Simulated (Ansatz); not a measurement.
Base system: Li₂O in the anti-fluorite structure (space group Fm-3m, No. 225; a = 4.5727 Å). Axes: x, y, z lie along the cube axes.

Calculations: plane-wave PAW DFT at the r2SCAN level (Ansatz, a first-principles code, 500 eV), spin-orbit coupling left out.

Before the change:

| Item | Result |
|---|---|
| Electron mass | 0.81 mₑ along k, 0.43 mₑ across (at X) |
| Band gap | 5.77 eV |

Modification: uniaxial strain ε_yy = −2.20 %, all other strain components held at zero; the atoms relax in the strained cell.

Q: What does the calculation give for the energy relative to the base after the change?

A: The energy rises by 2.7 meV/atom.

Q: Estimate the effect on the electron mass.

A: The electron mass goes from 0.81 mₑ along k, 0.43 mₑ across (at X) to 0.76 mₑ along k, 0.44 mₑ across (at X).

Q: Estimate the effect on the hole mass.

A: The hole mass amounts to 0.95 mₑ along y, 1.7 mₑ across (at Γ).

Q: What happens to the band gap?

A: The band gap drops by 0.05 eV, from 5.77 eV to 5.72 eV.

Masses are band curvatures over ±0.01 Å⁻¹ around the edge. Along k means along the line from Γ to the band edge. Whether these cells are dynamically stable was not tested.
